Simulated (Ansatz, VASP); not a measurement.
**Rh in VASP and in Ansatz**

```
CELL_PARAMETERS angstrom
-0.09575 1.99165 1.91505
1.99165 -0.09575 1.91505
1.89590 1.89590 0.00000
ATOMIC_POSITIONS crystal
Rh 0.00000 0.00000 0.00000
```

Change from the starting cell: engineering shear strain xy -0.1000, equal normal strain along x and y +0.0400.

Alike in both runs: task single point; functional PBE; k mesh 20 × 20 × 20; occupations gaussian, width 0.15 eV; no spin polarisation.

|  | VASP | Ansatz |
| --- | --- | --- |
| version | VASP 6.6.1 | Ansatz 0.2.0 |
| potentials or method | VASP PAW PBE potentials, release 64 (Rh_pv) | scalar-relativistic, plane waves, PAW |
| plane-wave cutoff (eV) | 520 | 420 |
| valence electrons in the cell | 15 | 17 |

|  | VASP | Ansatz | Ansatz less VASP |
| --- | --- | --- | --- |
| gap on the k mesh at the Fermi level (eV) | none | none | - |
| pressure (GPa) | -14.0 | -14.0 | -0.01 |
| largest component of the traceless stress (GPa) | 10.76 | 10.75 | -0.011 |

A gap of «none» marks a metal or a gap that the smearing closes. The functional is the same, so the differences come from potentials, cutoffs and numerics. The two sets of potentials don't hold the same shells in valence.
